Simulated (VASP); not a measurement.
# CdSe (P6_3mc) in VASP: further runs, part 2 of 2

VASP 6.6.1. The steps go on from the part before.

### Step 3. Relaxation of cell and atoms, PBE

This run uses another cell than the first one, of 28.34 Å³/atom.

INCAR

```
ALGO = Normal
EDIFF = 1E-6
EDIFFG = -0.03
ENCUT = 600
GGA = PE
IBRION = 2
ISIF = 3
ISMEAR = 0
LASPH = True
LCHARG = False
LREAL = False
LWAVE = False
NELM = 60
NSW = 80
PREC = Accurate
SIGMA = 0.05
```

KPOINTS

```
k-points
0
Gamma
  6 6 4
```

POSCAR

```
CdSe
1.0
    4.3127807497      0.0000000000      0.0000000000
   -2.1563903749      3.7349776902      0.0000000000
    0.0000000000      0.0000000000      7.0385064835
Cd Se
2 2
Direct
    0.6666666667      0.3333333333      0.0000000000
    0.3333333333      0.6666666667      0.5000000000
    0.6666666667      0.3333333333      0.3750000000
    0.3333333333      0.6666666667      0.8750000000
```

Potentials or basis: VASP PAW PBE potentials, release 64 (Cd, Se).

On the command line:

```console
$ cat potpaw_PBE.64/Cd/POTCAR potpaw_PBE.64/Se/POTCAR > POTCAR
$ mpirun -np 1 vasp_std > vasp.out
```

OUTCAR:

```text
EDIFF = 1E-6
   EDIFFG = -0.03
   ENCUT = 600
   GGA = PE
   IBRION = 2
   ISIF = 3
   ISMEAR = 0
   LASPH = True
   LREAL = False
   NELM = 60
   NSW = 80
   PREC = Accurate

 ion  position               nearest neighbor table
   1  0.667  0.333  0.000-   3 2.64   4 2.64   4 2.64   4 2.64
   2  0.333  0.667  0.500-   4 2.64   3 2.64   3 2.64   3 2.64
   3  0.667  0.333  0.375-   1 2.64   2 2.64   2 2.64   2 2.64
   4  0.333  0.667  0.875-   2 2.64   1 2.64   1 2.64   1 2.64

  LATTYP: Found a hexagonal cell.
 ALAT       =     4.3127807497
 C/A-ratio  =     1.6320111993

  Lattice vectors:

 A1 = (   4.3127807497,   0.0000000000,   0.0000000000)
 A2 = (  -2.1563903749,   3.7349776902,   0.0000000000)
 A3 = (   0.0000000000,   0.0000000000,   7.0385064835)

Analysis of symmetry for initial positions (statically):
=====================================================================
 Subroutine PRICEL returns:
 Original cell was already a primitive cell.

 Routine SETGRP: Setting up the symmetry group for a
 hexagonal supercell.

 Subroutine GETGRP returns: Found 12 space group operations
 (whereof  6 operations were pure point group operations)
 out of a pool of 24 trial point group operations.

The static configuration has the point symmetry C_3v.
 The point group associated with its full space group is C_6v.

Analysis of symmetry for dynamics (positions and initial velocities):
=====================================================================
 Subroutine PRICEL returns:
 Original cell was already a primitive cell.

 Routine SETGRP: Setting up the symmetry group for a
 hexagonal supercell.

 Subroutine GETGRP returns: Found 12 space group operations
 (whereof  6 operations were pure point group operations)
 out of a pool of 24 trial point group operations.

The dynamic configuration has the point symmetry C_3v.
 The point group associated with its full space group is C_6v.

 Subroutine INISYM returns: Found 12 space group operations
[... 106 lines left out ...]
   TEBEG  =    0.0;   TEEND  =   0.0 temperature during run
   PSTRESS=    0.0 pullay stress
   NELECT =      36.0000    total number of electrons
   NUPDOWN=      -1.0000    fix difference up-down
   EMIN   =  10.00;   EMAX   =-10.00  energy-range for DOS
   EFERMI =   0.00;   METHOD = LEGACY
   ISMEAR =     0;   SIGMA  =   0.05  broadening in eV -4-tet -1-fermi 0-gaus
   EFERMI_NEDOS =   21; number of points for ismear=-14 and -15
   IALGO  =     38    algorithm
   IMIX   =      4    mixing-type and parameters
     AMIX     =   0.40;   BMIX     =  1.00
     AMIX_MAG =   1.60;   BMIX_MAG =  1.00
  volume/ion in A,a.u.               =      28.34       191.28
  Fermi-wavevector in a.u.,A,eV,Ry     =   1.116864  2.110567 16.971711  1.247386
  Thomas-Fermi vector in A             =   2.253482
   LORBIT       =      0    0 simple, 1 ext, 2 COOP (PROOUT), +10 PAW based schemes
   GGA     = PE    functional components
   LHFCALC =     F    Hartree Fock is set to
   AEXX    =    0.0000 exact exchange contribution
   IVDW    =     0    specifies the selected vdW correction
   LEPSILON=     F    determine dielectric tensor
   LRPA    =     F    only Hartree local field effects (RPA)
 conjugate gradient relaxation of ions
 non-spin polarized calculation
 Gauss-broadening in eV      SIGMA  =   0.05
  energy-cutoff  :      600.00
  volume of cell :      113.38
 maximum number of plane-waves:      3805
 NGX is ok and might be reduce to    36
   NGX = 17   NGY = 17   NGZ = 29

--------------------------------------- Ionic step        1  -------------------------------------------

 number of electron      35.9999992 magnetization

 Free energy of the ion-electron system (eV)
  ---------------------------------------------------
  ext. energy  EPLUGINS =         0.00000000
  ---------------------------------------------------
  free energy    TOTEN  =       -10.93922998 eV

  energy without entropy =      -10.93922998  energy(sigma->0) =      -10.93922998

------------------------ aborting loop because EDIFF is reached ----------------------------------------

  FORCE on cell =-STRESS in cart. coord.  units (eV):
  Direction    XX          YY          ZZ          XY          YZ          ZX
  --------------------------------------------------------------------------------------
  -------------------------------------------------------------------------------------
  Total        1.8664891      1.8664891      1.9853404     -0.0000000     -0.0000000      0.0000000
  in kB       26.3760734     26.3760734     28.0556056     -0.0000000     -0.0000000      0.0000000
  external PRESSURE =      26.9359175 kB  Pullay stress =       0.0000000 kB
[... 63 lines left out ...]
--------------------------------------- Ionic step        3  -------------------------------------------

 number of electron      36.0000007 magnetization

 Free energy of the ion-electron system (eV)
  ---------------------------------------------------
  ext. energy  EPLUGINS =         0.00000000
  ---------------------------------------------------
  free energy    TOTEN  =       -10.98912492 eV

  energy without entropy =      -10.98912492  energy(sigma->0) =      -10.98912492

 E-fermi :   0.6909     XC(G=0):  -8.6038

 val. band max:        0.4855852132   @ k =   0.0000   0.0000   0.0000
 cond. band min:       1.0121859830   @ k =   0.0000   0.0000   0.0000
 fundamental gap:      0.5266007699
 Fermi energy:         0.6908905799

 k-point     1 :       0.0000    0.0000    0.0000
  band No.  band energies     occupation
      1     -11.7930      2.00000
      2     -11.4678      2.00000
      3      -7.2649      2.00000
      4      -7.2571      2.00000
      5      -7.2571      2.00000
      6      -7.1998      2.00000
[... 545 lines left out ...]
  FREE ENERGIE OF THE ION-ELECTRON SYSTEM (eV)
  ---------------------------------------------------
  free  energy   TOTEN  =       -10.9891249197 eV

  energy  without entropy=      -10.9891249197  energy(sigma->0) =      -10.98912492

 reached required accuracy - stopping structural energy minimisation
```

OSZICAR:

```text
N       E                     dE             d eps       ncg     rms          rms(c)
DAV:   1     0.264636476088E+03    0.26464E+03   -0.18765E+04   924   0.165E+03
DAV:   2     0.377499270894E+01   -0.26086E+03   -0.25539E+03  1002   0.366E+02
DAV:   3    -0.115345653511E+02   -0.15310E+02   -0.15257E+02  1110   0.872E+01
DAV:   4    -0.116923486341E+02   -0.15778E+00   -0.15771E+00  1026   0.860E+00
[... 24 lines left out ...]
DAV:   3    -0.109900254983E+02    0.67007E-02   -0.20777E-02   960   0.119E+00    0.556E-01
DAV:   4    -0.109892191465E+02    0.80635E-03   -0.14755E-03   942   0.291E-01    0.851E-02
DAV:   5    -0.109891143406E+02    0.10481E-03   -0.59545E-04  1086   0.280E-01    0.423E-02
DAV:   6    -0.109891253918E+02   -0.11051E-04   -0.60688E-05   954   0.717E-02    0.134E-02
DAV:   7    -0.109891249197E+02    0.47205E-06   -0.63766E-07   704   0.607E-03
   3 F= -.10989125E+02 E0= -.10989125E+02  d E =-.498949E-01
```

CONTCAR:

```text
CdSe
   1.00000000000000
     4.3885821320513134   -0.0000000000010148    0.0000000000000000
    -2.1942910660774144    3.8006236129591078    0.0000000000000000
     0.0000000000000000   -0.0000000000000000    7.1700925079303248
  Cd              Se
     2     2
Direct
     0.6666666667000030    0.3333333332999970    0.9998902237008097
     0.3333333332999970    0.6666666667000030    0.4998902237008097
     0.6666666667000030    0.3333333332999970    0.3751097762991903
     0.3333333332999970    0.6666666667000030    0.8751097762991903

  0.00000000E+00  0.00000000E+00  0.00000000E+00
  0.00000000E+00  0.00000000E+00  0.00000000E+00
  0.00000000E+00  0.00000000E+00  0.00000000E+00
  0.00000000E+00  0.00000000E+00  0.00000000E+00
```

Wall time 2 min (1 thread of Intel Xeon Platinum 8375C at 2.90GHz (Ice Lake), shared host); peak memory 0.29 GiB.

What came out:

| Item | Value |
| --- | --- |
| Free energy | -10.9891 eV |
| Relaxed volume | 29.90 Å³/atom |
| Relaxed cell | a = 4.389 Å, b = 4.389 Å, c = 7.170 Å, α = 90.00°, β = 90.00°, γ = 120.00° |
| Space group after relaxing (to 0.1 Å) | P6_3mc (No. 186) |
| Energy gained by relaxing | 12.5 meV/atom |
| Ionic steps | 3 |
| Pressure after relaxing | 0.0 GPa |
| Largest force after relaxing | 0.008 eV/Å |
| Band gap on the k mesh | 0.53 eV |

Forces in eV/Å, atoms in the order of the input:
```
Cd   0.000  0.000 -0.008
Cd   0.000  0.000 -0.008
Se   0.000  0.000  0.008
Se   0.000  0.000  0.008
```

Step by step:
| step | energy change (eV) | largest force (eV/Å) | pressure (GPa) | volume (Å³) |
| --- | --- | --- | --- | --- |
| 1 | 0.0000 | 0.0204 | 2.69 | 113.38 |
| 2 | -0.0463 | 0.0059 | -0.63 | 121.38 |
| 3 | -0.0499 | 0.0084 | -0.01 | 119.59 |

Final structure:
```yaml
crystal:
  lattice:
    - [4.38858, 0.00000, 0.00000]
    - [-2.19429, 3.80062, 0.00000]
    - [0.00000, 0.00000, 7.17009]
  atoms:
    - { symbol: Cd, position: [0.66667, 0.33333, 0.99989] }
    - { symbol: Cd, position: [0.33333, 0.66667, 0.49989] }
    - { symbol: Se, position: [0.66667, 0.33333, 0.37511] }
    - { symbol: Se, position: [0.33333, 0.66667, 0.87511] }
```

PBE gaps usually lie below the measured ones, often by a third to a half. Zero-point motion and thermal expansion aren't in these numbers.

### Step 4. Single point, r2SCAN (28.86 Å³/atom)

This run uses another cell than the first one, of 28.86 Å³/atom.

POSCAR

```
CdSe
1.0
    4.3390031862      0.0000000000      0.0000000000
   -2.1695015931      3.7576869863      0.0000000000
    0.0000000000      0.0000000000      7.0811144699
Cd Se
2 2
Direct
    0.6666666667      0.3333333333     -0.0003349498
    0.3333333333      0.6666666667      0.4996650502
    0.6666666667      0.3333333333      0.3753349498
    0.3333333333      0.6666666667      0.8753349498
```

INCAR.step1

```
PREC = Accurate
ENCUT = 520
ISMEAR = 0
SIGMA = 0.05
LREAL = False
LASPH = True
NELM = 60
NBANDS = 26
GGA = PE
ALGO = Normal
EDIFF = 1E-4
LWAVE = True
LCHARG = False
```

INCAR.step2

```
PREC = Accurate
ENCUT = 520
EDIFF = 1E-6
ISMEAR = 0
SIGMA = 0.05
LREAL = False
LASPH = True
NELM = 60
ALGO = Normal
ISIF = 2
LWAVE = False
LCHARG = False
METAGGA = R2SCAN
LMIXTAU = True
NBANDS = 26
ISTART = 1
```

KPOINTS

```
Automatic mesh
0
Gamma
  10 10 6
```

On the command line:

```console
$ cat potpaw_PBE.64/Cd/POTCAR potpaw_PBE.64/Se/POTCAR > POTCAR
$ cp INCAR.step1 INCAR
$ mpirun -np 1 vasp_std > vasp.out
$ cp INCAR.step2 INCAR
$ mpirun -np 1 vasp_std > vasp.out
```

Run time: 5.4 min. Hardware: 1 thread of Intel Xeon Platinum 8375C at 2.90GHz (Ice Lake), shared host; peak memory 0.34 GiB.

It converged, with:

```
Free energy            : -71.8330 eV
Pressure               : 0.2 GPa
Band gap on the k mesh : 1.09 eV
```

Forces in eV/Å, atoms in the order of the input:
```
Cd   0.000  0.000 -0.002
Cd   0.000  0.000 -0.002
Se   0.000  0.000  0.002
Se   0.000  0.000  0.002
```

Levels at points of the mesh, in eV from the valence-band top:
```
           k point  band 15  band 16  band 17  band 18  band 19  band 20  band 21  band 22
(0.00, 0.00, 0.00)    -0.74    -0.05     0.00     0.00     1.09     2.64     6.38     6.38
(0.50, 0.00, 0.00)    -2.58    -1.80    -1.29    -0.73     3.62     3.71     5.09     6.54
(0.00, 0.00, 0.50)    -0.38    -0.38    -0.38    -0.38     2.78     2.78     6.26     6.26
(0.50, 0.00, 0.50)    -1.32    -1.32    -1.30    -1.30     3.33     3.33     5.27     5.27
```

Caveat: the PAW data sets were made with another functional, which shifts forces and pressure a little.

### Step 5. Summary

```tsv
task	level	cell	k mesh	cutoff (eV)	gap on the mesh (eV)	pressure (GPa)
single point	PBE	a = 4.386, b = 4.386, c = 7.157 Å, angles 90.0, 90.0, 120.0°, 4 atoms	6 × 6 × 4	520	0.54	0.2
relaxation of cell and atoms	PBE	relaxed from a = 4.313, b = 4.313, c = 7.039 Å, angles 90.0, 90.0, 120.0°, 4 atoms	6 × 6 × 4	600	0.53	0.0
single point	r2SCAN	a = 4.339, b = 4.339, c = 7.081 Å, angles 90.0, 90.0, 120.0°, 4 atoms	10 × 10 × 6	520	1.09	0.2
```

Alike in all rows: potentials or basis VASP PAW PBE potentials, release 64 (Cd, Se); no spin polarisation; smearing gaussian 0.05 eV.

Caveats: the PAW data sets were made with another functional, which shifts forces and pressure a little (at least some runs).

Absolute energies hang on the potentials; compare differences alone.

### Step 6. Against experiment

Step 2. A measured gap of CdSe is 1.841 eV (2 K; a printed reference work, data compilation); the calculated 0.54 eV misses it by -1.30 eV. So large a miss can be the level of theory's own, or it may mean another phase, state or a wrong row. Spin-orbit coupling on Cd, Se is left out. The value is that of PBE, without temperature or zero-point motion. Semilocal functionals fall short of measured gaps as a rule.

Step 4. A measured gap of CdSe is 1.841 eV (2 K; a printed reference work, data compilation); the calculated 1.09 eV misses it by -0.75 eV. Spin-orbit coupling on Cd, Se is left out. The value is that of r2SCAN, without temperature or zero-point motion.
